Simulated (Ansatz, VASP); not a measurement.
# One calculation of Au, two programs

INCAR

```
SYSTEM = Au
PREC = Accurate
ENCUT = 520
EDIFF = 1E-6
ISMEAR = -1
SIGMA = 0.05
LREAL = .FALSE.
LASPH = .TRUE.
NELM = 80
ALGO = Normal
ISIF = 2
LWAVE = .FALSE.
LCHARG = .FALSE.
NBANDS = 18
```

Contents of KPOINTS:

```
regular mesh
0
G
  11 11 6
  0 0 0
```

POSCAR

```
Au
1.0
    2.9000000000      0.0000000000      0.0000000000
   -1.4500000000      2.5114736710      0.0000000000
    0.0000000000      0.0000000000      4.8800000000
Au
2
Direct
    0.6666666667      0.3333333333      0.2500000000
    0.3333333333      0.6666666667      0.7500000000
```

File input.yaml:

```yaml
crystal:
  lattice:
    - [2.9, 0.0, 0.0]
    - [-1.45, 2.511473671, 0.0]
    - [0.0, 0.0, 4.88]
  atoms:
    - { symbol: Au, position: [0.6666666667, 0.3333333333, 0.25] }
    - { symbol: Au, position: [0.3333333333, 0.6666666667, 0.75] }
kpoints:
  mp_grid: { grid: [11, 11, 6] }
  band_path:
    path:
      - [0.0, 0.0, 0.0]
      - [0.5, 0.0, 0.0]
      - [0.3333333333, 0.3333333333, 0.0]
      - [0.0, 0.0, 0.0]
      - [0.0, 0.0, 0.5]
      - [0.5, 0.0, 0.5]
      - [0.3333333333, 0.3333333333, 0.5]
      - [0.0, 0.0, 0.5]
    npoints: 8
scf:
  occupations: { method: fermi_dirac, width: 0.05 }
hamiltonian:
  xc: lda
  pseudopotentials: { kind: all_electron, lapw: { basis_error: 0.001 } }
output:
  forces: true
  stress: true
  eigenvalues: true
```

Alike in both runs: functional LDA; k mesh 11 × 11 × 6; occupations fermi-dirac, width 0.05 eV; no spin polarisation.

|  | VASP | Ansatz |
| --- | --- | --- |
| version | VASP 6.6.1 | Ansatz 0.2.0 |
| potentials or method | VASP PAW LDA potentials, release 64 (Au) | all-electron LAPW, scalar-relativistic |
| plane-wave cutoff (eV) | 520 | see its input |
| task | single point | band structure |

```tsv
	VASP	Ansatz	Ansatz less VASP
gap on the k mesh at the Fermi level (eV)	none	none	-
pressure (GPa)	-10.4	-10.8	-0.38
largest component of the traceless stress (GPa)	0.15	0.07	-0.082
```

A gap of «none» marks a metal or a gap that the smearing closes. Ansatz ran all-electron here, so the differences hold the error of VASP's frozen core and of both bases.

Caveats: spin-orbit coupling is left out, which moves the levels of the heavy elements (Ansatz). Spin-orbit coupling is left out, which matters for the levels of Au.
